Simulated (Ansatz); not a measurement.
Crystal: Nb.

```
Nb
1.0
     0.00000    2.11500    2.11500
     2.11500    0.00000    2.11500
     2.11500    2.11500    0.00000
Nb
1
Cartesian
  0.0000 0.0000 0.0000
```

This isn't the form of Nb at room conditions, which is bcc.

| Property | Result |
| --- | --- |
| Program | Ansatz 0.2.0 |
| Task | relaxation of cell and atoms |
| Functional | PBEsol |
| Potentials or basis | Ansatz PAW |
| Cutoff | 420 eV (not typed: the program's choice for these potentials) |
| k mesh | 11 × 11 × 11 |
| Occupations | fermi-dirac, width 0.05 eV |
| Spin | no spin polarisation |

At the start: volume 18.92 Å³/atom.

Question: How do energy, volume and symmetry change on relaxing?

Answer: It ends after 5 steps and the volume is 18.08 Å³/atom (-4.4 %); space group Fm-3m (No. 225, to 0.05 Å).

Step by step:
```tsv
step	energy change (eV)	largest force (eV/Å)	volume (Å³)
1	0.0000	0.0000	18.92
2	-0.0199	0.0000	18.18
3	-0.0202	0.0000	18.07
4	-0.0202	0.0000	18.08
5	-0.0201	0.0000	18.08
```

Final structure:
```xyz
1
Lattice="0.0000 2.0832 2.0832 2.0832 0.0000 2.0832 2.0832 2.0832 0.0000" Properties=species:S:1:pos:R:3 pbc="T T T"
Nb    0.0000    0.0000    0.0000
```

Caveat: the plane-wave basis is chosen anew once the cell has moved, so the energies of steps on either side of that aren't comparable; the PAW data sets come from PBE, with cores solved anew for the run's functional, which leaves a small shift of forces and pressure.
